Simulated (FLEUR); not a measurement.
# Rh (Fm-3m) in FLEUR: a series of runs, part 2 of 2

FLEUR MaX-R8.1 (later development tree).

**3. Band structure, PBE, spin-orbit coupling, no magnetisation**

File inp.xml:

```xml
<?xml version="1.0" encoding="UTF-8" standalone="no"?>
<fleurInput fleurInputVersion="0.39">
   <comment>
      Rh                                                                                                  
   </comment>
   <calculationSetup>
      <cutoffs Kmax="4.17" Gmax="12.9" GmaxXC="12.9" numbands="all"/>
      <scfLoop itmax="60" minDistance="0.00001" maxIterBroyd="15" imix="Anderson" alpha="0.05" precondParam="0.0" spinf="2.0" sdNocoIR="T"/>
      <coreElectrons ctail="T" frcor="F" kcrel="0" coretail_lmax="0"/>
      <xcFunctional name="pbe" relativisticCorrections="F"/>
      <magnetism jspins="1"/>
      <soc l_soc="T" theta="0.0" phi="0.0" spav="F"/>
      <expertModes spex="0" secvar="F"/>
      <geometryOptimization l_f="F" forcealpha="1.0" forcemix="BFGS" epsdisp="0.00001" epsforce="0.00001"/>
      <ldaU l_linMix="F" mixParam="0.05" spinf="1.0"/>
   </calculationSetup>
   <cell>
      <bzIntegration valenceElectrons="17.0" mode="hist" fermiSmearingEnergy="0.00183747">
         <kPointListSelection listName="default-1"/>
         <!-- k-points included here -->
         <xi:include xmlns:xi="http://www.w3.org/2001/XInclude" href="kpts.xml"> </xi:include>
      </bzIntegration>
      <!-- symmetry operations included here -->
      <xi:include xmlns:xi="http://www.w3.org/2001/XInclude" href="sym.xml"> </xi:include>
      <bulkLattice scale="1.0">
         <bravaisMatrix>
            <row-1>    0.0000000000000000     3.5864167255721098     3.5864167255721098</row-1>
            <row-2>    3.5864167255721098     0.0000000000000000     3.5864167255721098</row-2>
            <row-3>    3.5864167255721098     3.5864167255721098     0.0000000000000000</row-3>
         </bravaisMatrix>
      </bulkLattice>
   </cell>
   <atomSpecies>
      <species name="Rhodium (Rh)" element="Rh" atomicNumber="45">
         <mtSphere radius="2.35" gridPoints="777" logIncrement="0.016"/>
         <atomicCutoffs lmax="9" lnonsphr="7"/>
         <electronConfig flipSpins="F">
            <coreConfig>(1s1/2) (2s1/2) (2p1/2) (2p3/2) (3s1/2) (3p1/2) (3p3/2) (3d3/2) (3d5/2)</coreConfig>
            <valenceConfig>(4s1/2) (4p1/2) (4p3/2) (5s1/2) (4d3/2) (4d5/2)</valenceConfig>
            <stateOccupation state="(5s1/2)" spinUp="0.500000" spinDown="0.500000"/>
            <stateOccupation state="(4d3/2)" spinUp="1.600000" spinDown="1.600000"/>
            <stateOccupation state="(4d5/2)" spinUp="2.400000" spinDown="2.400000"/>
         </electronConfig>
         <energyParameters s="5" p="5" d="4" f="4"/>
         <lo type="SCLO" l="0" n="4" eDeriv="0"/>
         <lo type="SCLO" l="1" n="4" eDeriv="0"/>
         <lo type="SCLO" l="1" n="4" eDeriv="1"/>
         <lo type="SCLO" l="2" n="4" eDeriv="2"/>
         <lo type="SCLO" l="3" n="4" eDeriv="2"/>
      </species>
   </atomSpecies>
   <atomGroups>
      <atomGroup species="Rhodium (Rh)">
         <relPos label="                   1">.0000000000 .0000000000 .0000000000</relPos>
         <force calculate="T" relaxXYZ="TTT"/>
      </atomGroup>
   </atomGroups>
   <output dos="F" band="F" slice="F">
      <checks vchk="F" cdinf="F"/>
      <bandDOS minEnergy="-.5*Htr" maxEnergy="0.5*Htr" sigma="0.015" storeEVData="T"/>
      <vacuumDOS vacdos="F" integ="F" star="F" nstars="0" locx1="0.0" locy1="0.0" locx2="0.0" locy2="0.0" nstm="0" tworkf="0.0"/>
      <unfoldingBand unfoldBand="F" supercellX="1" supercellY="1" supercellZ="1"/>
      <plotting iplot="0" polar="F">
         <plot TwoD="T" vec1="  1.0  0.0  0.0" vec2="  0.0  1.0  0.0" vec3="  0.0  0.0  1.0" zero="  0.0  0.0  0.0" file="plot"/>
      </plotting>
      <chargeDensitySlicing numkpt="0" minEigenval="0.0" maxEigenval="0.0" nnne="0" pallst="F"/>
      <specialOutput eonly="F"/>
      <moessbauerParams electricFieldGradient="T" isomerShift="T" coreHyperfine="T" valenceHyperfine="T"/>
      <magneticCircularDichroism mcd="F" energyLo="-10.0" energyUp="0.0"/>
   </output>
  <!-- We include the file relax.xml here to enable relaxations (see documentation) -->
  <xi:include xmlns:xi="http://www.w3.org/2001/XInclude" href="relax.xml"> <xi:fallback/> </xi:include>
</fleurInput>
```

File crystal.txt:

```
Rh
&input cartesian=F /
0.0000000000  1.8978500000  1.8978500000
1.8978500000  0.0000000000  1.8978500000
1.8978500000  1.8978500000  0.0000000000
1.8897261246
1.0 1.0 1.0

1
45 0.0000000000  0.0000000000  0.0000000000

&soc 0.0 0.0 /
&kpt div1=9 div2=9 div3=9 gamma=T /
```

File inp.xml (bands):

```
<?xml version="1.0" encoding="UTF-8" standalone="no"?>
<fleurInput fleurInputVersion="0.39">
   <comment>
      Rh                                                                                                  
   </comment>
   <calculationSetup>
      <cutoffs Kmax="4.17" Gmax="12.9" GmaxXC="12.9" numbands="all"/>
      <scfLoop itmax="60" minDistance="0.00001" maxIterBroyd="15" imix="Anderson" alpha="0.05" precondParam="0.0" spinf="2.0" sdNocoIR="T"/>
      <coreElectrons ctail="T" frcor="F" kcrel="0" coretail_lmax="0"/>
      <xcFunctional name="pbe" relativisticCorrections="F"/>
      <magnetism jspins="1"/>
      <soc l_soc="T" theta="0.0" phi="0.0" spav="F"/>
      <expertModes spex="0" secvar="F"/>
      <geometryOptimization l_f="F" forcealpha="1.0" forcemix="BFGS" epsdisp="0.00001" epsforce="0.00001"/>
      <ldaU l_linMix="F" mixParam="0.05" spinf="1.0"/>
   </calculationSetup>
   <cell>
      <bzIntegration valenceElectrons="17.0" mode="hist" fermiSmearingEnergy="0.00183747">
         <kPointListSelection listName="path-1"/>
         <!-- k-points included here -->
         <xi:include xmlns:xi="http://www.w3.org/2001/XInclude" href="kpts.xml"> </xi:include>
      </bzIntegration>
      <!-- symmetry operations included here -->
      <xi:include xmlns:xi="http://www.w3.org/2001/XInclude" href="sym.xml"> </xi:include>
      <bulkLattice scale="1.0">
         <bravaisMatrix>
            <row-1>    0.0000000000000000     3.5864167255721098     3.5864167255721098</row-1>
            <row-2>    3.5864167255721098     0.0000000000000000     3.5864167255721098</row-2>
            <row-3>    3.5864167255721098     3.5864167255721098     0.0000000000000000</row-3>
         </bravaisMatrix>
      </bulkLattice>
   </cell>
   <atomSpecies>
      <species name="Rhodium (Rh)" element="Rh" atomicNumber="45">
         <mtSphere radius="2.35" gridPoints="777" logIncrement="0.016"/>
         <atomicCutoffs lmax="9" lnonsphr="7"/>
         <electronConfig flipSpins="F">
            <coreConfig>(1s1/2) (2s1/2) (2p1/2) (2p3/2) (3s1/2) (3p1/2) (3p3/2) (3d3/2) (3d5/2)</coreConfig>
            <valenceConfig>(4s1/2) (4p1/2) (4p3/2) (5s1/2) (4d3/2) (4d5/2)</valenceConfig>
            <stateOccupation state="(5s1/2)" spinUp="0.500000" spinDown="0.500000"/>
            <stateOccupation state="(4d3/2)" spinUp="1.600000" spinDown="1.600000"/>
            <stateOccupation state="(4d5/2)" spinUp="2.400000" spinDown="2.400000"/>
         </electronConfig>
         <energyParameters s="5" p="5" d="4" f="4"/>
         <lo type="SCLO" l="0" n="4" eDeriv="0"/>
         <lo type="SCLO" l="1" n="4" eDeriv="0"/>
         <lo type="SCLO" l="1" n="4" eDeriv="1"/>
         <lo type="SCLO" l="2" n="4" eDeriv="2"/>
         <lo type="SCLO" l="3" n="4" eDeriv="2"/>
      </species>
   </atomSpecies>
   <atomGroups>
      <atomGroup species="Rhodium (Rh)">
         <relPos label="                   1">.0000000000 .0000000000 .0000000000</relPos>
         <force calculate="T" relaxXYZ="TTT"/>
      </atomGroup>
   </atomGroups>
   <output dos="F" band="T" slice="F">
      <checks vchk="F" cdinf="F"/>
      <bandDOS minEnergy="-.5*Htr" maxEnergy="0.5*Htr" sigma="0.015" storeEVData="T"/>
      <vacuumDOS vacdos="F" integ="F" star="F" nstars="0" locx1="0.0" locy1="0.0" locx2="0.0" locy2="0.0" nstm="0" tworkf="0.0"/>
      <unfoldingBand unfoldBand="F" supercellX="1" supercellY="1" supercellZ="1"/>
      <plotting iplot="0" polar="F">
         <plot TwoD="T" vec1="  1.0  0.0  0.0" vec2="  0.0  1.0  0.0" vec3="  0.0  0.0  1.0" zero="  0.0  0.0  0.0" file="plot"/>
      </plotting>
      <chargeDensitySlicing numkpt="0" minEigenval="0.0" maxEigenval="0.0" nnne="0" pallst="F"/>
      <specialOutput eonly="F"/>
      <moessbauerParams electricFieldGradient="T" isomerShift="T" coreHyperfine="T" valenceHyperfine="T"/>
      <magneticCircularDichroism mcd="F" energyLo="-10.0" energyUp="0.0"/>
   </output>
  <!-- We include the file relax.xml here to enable relaxations (see documentation) -->
  <xi:include xmlns:xi="http://www.w3.org/2001/XInclude" href="relax.xml"> <xi:fallback/> </xi:include>
</fleurInput>
```

Potentials or basis: all-electron, FLAPW.

The run is started by

```console
inpgen -f crystal.txt -profile fastHighL
# inp.xml edited to the form shown
fleur_MPI
fleur_MPI   # second run, on inp.xml (bands)
```

It took 3.1 min on 1 thread of Arm Neoverse V2, shared host; peak memory 0.13 GiB.

It converged, with:

* Free energy: -130214.0568 eV
* Band gap along the path: none (metal or under the smearing width)
* Valence electrons inside the program's atomic spheres: Rh 15.38 (radii Rh 2.35 bohr)

Levels at the corners of the path, in eV from the Fermi level:
```
point  band 12  band 13  band 14  band 15  band 16  band 17  band 18  band 19  band 20  band 21
    Γ    -3.15    -3.15    -3.15    -2.90    -2.90    -0.93    -0.93    -0.93    -0.93    15.84
    X    -5.95     0.56     0.56     0.95     0.95     1.20     1.20     3.32     3.32    12.40
    W    -3.82    -3.76    -3.76    -1.16    -1.16     1.06     1.06     9.52     9.52     9.91
    K    -4.76    -2.04    -2.04    -0.65    -0.65     0.44     0.44     7.94     7.94     8.71
    Γ    -3.15    -3.15    -3.15    -2.90    -2.90    -0.93    -0.93    -0.93    -0.93    15.84
    L    -3.28    -3.00    -3.00     0.55     0.55     0.72     0.72     0.77     0.77     8.76
    U    -4.76    -2.04    -2.04    -0.65    -0.65     0.44     0.44     7.94     7.94     8.71
    W    -3.82    -3.76    -3.76    -1.16    -1.16     1.06     1.06     9.52     9.52     9.91
    L    -3.28    -3.00    -3.00     0.55     0.55     0.72     0.72     0.77     0.77     8.76
    K    -4.76    -2.04    -2.04    -0.65    -0.65     0.44     0.44     7.94     7.94     8.71
    U    -4.76    -2.04    -2.04    -0.65    -0.65     0.44     0.44     7.94     7.94     8.71
    X    -5.95     0.56     0.56     0.95     0.95     1.20     1.20     3.32     3.32    12.40
```

Core levels (eV from the Fermi level):
```tsv
atom	levels
1 Rh	1s1/2 -23022.9, 2s1/2 -3334.1, 2p1/2 -3086.6, 2p3/2 -2942.0, 3s1/2 -592.9, 3p1/2 -496.1, 3p3/2 -471.2, 3d3/2 -299.8, 3d5/2 -294.9
```
